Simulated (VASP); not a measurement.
The system is KF (Carobbiite).

```
K F
1.0
     0.00000    2.67185    2.67185
     2.67185    0.00000    2.67185
     2.67185    2.67185    0.00000
K F
1 1
Direct
  0.00000 0.00000 0.00000
  0.50000 0.50000 0.50000
```

Base run:

| Quantity | Value |
| --- | --- |
| Program | VASP 6.6.1 |
| Functional | HSE03 |
| Potentials or basis | VASP PAW PBE potentials, release 64 (K_sv, F) |
| Cutoff | 520 eV |
| k mesh | 6 × 6 × 6 |
| Occupations | gaussian, width 0.02 eV |
| Spin | no spin polarisation |

Its results: band gap on the k mesh 7.89 eV, direct; pressure 0.6 GPa.

Q: The run is repeated on the same cell with these changes: functional from HSE03 to HSE06. What comes out?

A: Band gap on the k mesh 8.19 eV, direct; pressure 0.6 GPa.

Caveats: the PAW data sets were made with another functional, which shifts forces and pressure a little.
